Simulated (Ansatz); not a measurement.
# Two-dimensional strain map in TiCo

Method: Ansatz, DFT PBE, scalar-relativistic, plane waves, PAW. Cutoff 420 eV, Γ-centred 20×20×20 k-points, Gaussian smearing of 0.15 eV. Collinear spins, started from moments 0.0, 1.1 μB in atom order; the magnetic state may not be the lowest. Energies are free energies at this smearing, counted from the undisturbed cell; pressure is positive in compression.

The starting cell (relaxed at this level; with this scan's settings it stands at -0.1 GPa; it needn't be the usual structure):

```
Ti Co
1.0
     2.98559    0.00000    0.00000
     0.00000    2.98559    0.00000
     0.00000    0.00000    2.98559
Ti Co
1 1
Cartesian
  0.0000 0.0000 0.0000
  1.4928 1.4928 1.4928
```

The cell is strained by p along both x and y and by q along z, fractional coordinates fixed. Points are written (p, q).

Energy above the undisturbed cell in meV/atom (a dash: not computed):

```csv
p \ q,-0.050,0.000,0.050
-0.050,177.7,?,40.6
0.000,?,0.0,24.6
0.050,51.5,70.4,–
```

Problem. Fill in the withheld energies.

Solution. (-0.050, 0.000): 80.9; (0.000, -0.050): 27.0.